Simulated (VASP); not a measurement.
Runs of VASP 6.6.1 on LiH. Symmetry: Pm-3m, No. 221, cubic system. Conventional cell: a = 2.502 Å, b = 2.502 Å, c = 2.502 Å, α = 90.00°, β = 90.00°, γ = 90.00°. Li (site symmetry m-3m) has 8 H at 2.17 Å as nearest neighbours. Around H (site symmetry m-3m) lie 8 Li at 2.17 Å. The cell was built by a generator and needn't be a form met in nature.

| task | level | cell | k mesh | cutoff (eV) | smearing | exchange at q = 0 | grid for exact exchange (PRECFOCK) | gap on the mesh (eV) |
| --- | --- | --- | --- | --- | --- | --- | --- | --- |
| single point | r2SCANh | Pm-3m, 7.83 Å³/atom | 8 × 8 × 8 | 520 | gaussian 0.01 eV | truncated | Normal | (a) |
| single point | PBEsol | Pm-3m, 7.73 Å³/atom | 10 × 10 × 10 | 520 | fermi-dirac 0.02 eV | - | - | 0.47 |
| dielectric tensor | r2SCAN | Pm-3m, 7.83 Å³/atom | 8 × 8 × 8 | 520 | gaussian 0.01 eV | - | - | 1.30 |
| relaxation of cell and atoms | PBEsol | relaxed | 10 × 10 × 10 | 600 | fermi-dirac 0.02 eV | - | - | 0.46 |

Alike in all rows: potentials or basis VASP PAW PBE potentials, release 64 (Li_sv, H); no spin polarisation.

Q: Fill in the values left out.

A: (a) 1.80.

Caveats: the cutoff is under 1.25 times the usual one of these potentials, so pressure, stress and relaxed cells hold a basis-set (Pulay) error; the PAW data sets were made with another functional, which shifts forces and pressure a little.

A k mesh can miss the band edges.

Runs at the PBE level aren't shown here.
